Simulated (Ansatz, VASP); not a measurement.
## One calculation of C, two programs

```xyz
2
Lattice="1.1666 0.6736 3.4307 -1.1666 0.6736 3.4307 0.0000 -1.3471 3.4307" Properties=species:S:1:pos:R:3 pbc="T T T"
C     0.0000    0.0000    1.6879
C     0.0000    0.0000    8.6042
```

Change from the starting cell: strain -0.050 along x and y, +0.025 along z, atoms carried along.

Alike in both runs: task single point; functional LDA; k mesh 12 × 12 × 12; occupations gaussian, width 0.05 eV; no spin polarisation.

```csv
,VASP,Ansatz
version,VASP 6.6.1,Ansatz 0.2.0
potentials or method,"VASP PAW LDA potentials, release 64 (C)","scalar-relativistic, plane waves, PAW"
plane-wave cutoff (eV),520,420
valence electrons in the cell,8,8
```

VASP gave:

| Property | Result |
| --- | --- |
| gap on the k mesh at the Fermi level (eV) | 0.63 |
| least direct gap on the mesh (eV) | 0.63 |
| pressure (GPa) | 48.3 |
| largest component of the traceless stress (GPa) | 50.28 |
| rms of the force components (eV/Å) | 0.497 |

Problem. Estimate Ansatz's values.

Solution. gap on the k mesh at the Fermi level (eV): 0.63; least direct gap on the mesh (eV): 0.63; pressure (GPa): 47.5; largest component of the traceless stress (GPa): 49.33; rms of the force components (eV/Å): 0.499.

Atom by atom the forces differ by 0.003 eV/Å (rms over components).

Caveats: so large a pressure means that the cell lies far from this level's equilibrium, or that cutoff or potentials fall short (VASP).
